## Two hidden vibrations of stishovite

Stishovite is a dense form of SiO₂ in which each silicon has six oxygen neighbours instead of four. Its optical vibrations spread from roughly 200 to 900 cm⁻¹, and only some of them absorb infrared light. Two levels are hidden in the table below. How much about them can be worked out from the other nine?

Zone-centre optical modes of SiO₂ in the rutile structure (P4_2/mnm, 6 atoms per cell), from density-functional perturbation theory with Ansatz 0.2.0: PBEsol, plane-wave PAW, cutoff 420 eV, k mesh 6×6×8, cell relaxed with the same functional. Frequencies leave out the longitudinal field term, and infrared intensities are summed over each degenerate level.

```tsv
row	phonon frequency (cm⁻¹)	phonon degeneracy	phonon infrared intensity ((debye/Å)²/amu)
1	216.3	1	0
2	?	?	?
3	448.0	2	61.2
4	560.7	2	8.66
5	571.2	2	0
6	?	?	?
7	644.2	1	51.4
8	736.6	1	0
9	740.8	1	0
10	808.8	2	24.8
11	924.5	1	0
```

### What symmetry settles

Six atoms have 18 ways to move. Three of these shift the whole crystal, which leaves 15 optical modes. The degeneracy says how many modes share a frequency, and the known levels add up to 13. Two modes remain for two rows, so each hidden level must be single.

Symmetry sorts the 15 modes of a rutile crystal into A1g + A2g + B1g + B2g + Eg + A2u + 2B1u + 3Eu. Labels with E are double, the others single, and only A2u and Eu carry the oscillating dipole that absorbs infrared light. One single and three double levels with infrared intensity are already in view, which is the full set. Both hidden levels should therefore have zero intensity, however strong their bonds are.

Which modes are they? Raman work on stishovite puts B1g lowest, B2g highest and A1g close to rows 8 and 9. That leaves A2g and the two B1u modes for rows 2 and 6 and for one of rows 8 and 9. I take row 2 as the lower B1u mode and row 6 as A2g; with the hidden levels near the middle of their gaps, the reverse choice would overshoot the spring rule derived next by about 30 %, and taking both as B1u would fall short of it by about as much.

### A spring rule for row 2

Start from row 5, the double level without infrared intensity, which must be Eg. Its oxygen atoms move along the crystal axis $c$ in opposed pairs, so their pulls on each silicon cancel and silicon rests. If only Si–O bonds exert forces, and $K$ is the force constant that holds one oxygen along $c$, then

$$\omega^2(\mathrm{Eg})=\frac{K}{m_\mathrm{O}}.$$

In the B1u modes silicon moves along $c$ as well, the two silicon atoms of the cell in opposite directions. There are two oxygens for each silicon, so each silicon is held by $2K$. Coupling between the silicon and oxygen motions pushes the two squared frequencies apart but leaves their sum unchanged:

$$\omega_1^2+\omega_2^2=\frac{K}{m_\mathrm{O}}+\frac{2K}{m_\mathrm{Si}}=\omega^2(\mathrm{Eg})\left(1+\frac{2m_\mathrm{O}}{m_\mathrm{Si}}\right).$$

With masses of about 16 and 28 the bracket is 2.143. The upper B1u mode is row 8 or row 9, which lie too close together for their order to be trusted, so their mean of 738.7 cm⁻¹ serves. The lower mode follows:

$$\omega_1=\sqrt{2.143\times571.2^2-738.7^2}\approx392\ \mathrm{cm^{-1}}.$$

How far can this be trusted? The same springs put A2u, row 7, at 836 cm⁻¹, whereas the calculation gives 644. In A2u all silicon atoms move against all oxygen atoms, which creates a strong dipole. Theory expects the electric field of these dipoles to soften such a transverse vibration, though the neglected forces between oxygen atoms may also contribute. B1u has no net dipole and should suffer less, but a generous range is in order.

**Forecast for row 2:** single, no infrared intensity, 392 cm⁻¹, range 336 to 448. The upper end is row 3 and the lower end mirrors it; the width is a judgement, not a statistical error.

### A weaker forecast for row 6

In A2g, as in B1g, only oxygen moves. Each oxygen sits in the plane of its three silicon neighbours and swings sideways out of it, which at first hardly changes any bond length. The two modes differ in how the oxygen atoms keep step. In B1g the SiO₆ octahedra turn almost as whole units, those joined only by a corner in opposite senses, while A2g distorts them.

A2g should therefore be much stiffer than B1g, but this argument supplies no number. The levels are listed in ascending order, so the neighbours of row 6 are all that confine it.

**Forecast for row 6:** single, no infrared intensity, 608 cm⁻¹, range 571 to 644. The value is simply the middle of the gap, and the range is the whole gap.

The withheld rows as computed:

```tsv
row	phonon frequency (cm⁻¹)	phonon degeneracy	phonon infrared intensity ((debye/Å)²/amu)
2	374.9	1	0
6	575.1	1	0
```

### What the springs got right

Degeneracies and intensities came out as the count demanded. Row 2 lies at 375 cm⁻¹, so the forecast was 17 cm⁻¹ too high, well inside its range. The middle of the gap between rows 1 and 3, a guess without physics, would have been 43 cm⁻¹ too low.

The rule itself did better than the frequency suggests: its sum of squares is only 2 % above the computed one. The lower mode holds just a fifth of that sum, so the whole error lands on a small remainder and grows to about 9 % of its square, or 4 to 5 % of the frequency. Choosing row 8 or row 9 alone as the upper mode would not remove the miss. Forces that reach beyond the Si–O bonds, whether between oxygen atoms or between more distant charges, are a plausible cause, but an untested one, and a single agreement this close may hide errors that cancel. Nor is it an independent test: the outputs hold no atomic motions to confirm that row 2 is a B1u mode, and the spring rule itself helped to choose that label.

The spring picture also explains why the two B1u modes lie so far apart. Each oxygen has two bonds that slant along $c$ and one at right angles to it. In the upper mode, oxygen moves against the silicon atoms at the ends of its slanted bonds, stretching one bond while it squeezes the other. In the lower mode it largely travels with those atoms, and the main resistance comes from bending the third bond, which is easier.

### What the gap could not tell

Row 6 lies at 575 cm⁻¹, so its forecast was 33 cm⁻¹ too high. The value falls near the bottom of the range, and the range was bound to contain it. This miss has no lesson about forces, because no force entered the number.

The computed value is more instructive than the forecast. If rows 1 and 6 are B1g and A2g, the same atoms move sideways in both, and the squared frequencies compare their stiffness directly: $(575/216)^2\approx7$. Merely changing which oxygen atoms move in step makes the motion about seven times stiffer. Turning an octahedron is cheap; distorting it is not.

For measurement, the two revealed levels carry a warning. A2g and B1u modes are silent in ordinary Raman scattering as well as in infrared absorption, so neither spectrum should show them in a perfect crystal. An absent line here reflects symmetry, not a weak bond. The printed analysis below gives the spring rule, which takes rows 5, 8 and 9 as its only frequencies, beside both forecasts and their misses.

Printed output of the fit:

```
optical modes expected for 6 atoms: 15
modes in the known rows: 13
modes left for the two withheld rows: 2
mass factor 1 + 2 m(O)/m(Si): 2.143
forecast row 2 from the sum rule (cm-1): 391.8
half-width of the range for row 2 (cm-1): 56.25
lower end of the range for row 2 (cm-1): 335.5
row 2 if row 8 is the upper B1u (cm-1): 395.7
row 2 if row 9 is the upper B1u (cm-1): 387.8
rival forecast row 2 from the middle of the gap (cm-1): 332.1
forecast row 6 from the middle of the gap (cm-1): 607.7
half-width of the range for row 6 (cm-1): 36.5
excess of the B1u sum if row 6 were the lower B1u (percent): 30.87
A2u from the same springs (cm-1): 836.2
A2u from the same springs less computed row 7 (cm-1): 192
computed row 2 (cm-1): 374.9
forecast less computed row 2 (cm-1): 16.85
gap middle less computed row 2 (cm-1): -42.75
sum rule less computed sum of squares with row 2 (percent of computed): 1.883
computed row 6 (cm-1): 575.1
forecast less computed row 6 (cm-1): 32.6
All levels after the reveal:
  row  frequency_cm-1  degeneracy  intensity  intensity_per_component
    1           216.3           1          0                        0
    2           374.9           1          0                        0
    3             448           2       61.2                     30.6
    4           560.7           2       8.66                     4.33
    5           571.2           2          0                        0
    6           575.1           1          0                        0
    7           644.2           1       51.4                     51.4
    8           736.6           1          0                        0
    9           740.8           1          0                        0
   10           808.8           2       24.8                     12.4
   11           924.5           1          0                        0
```
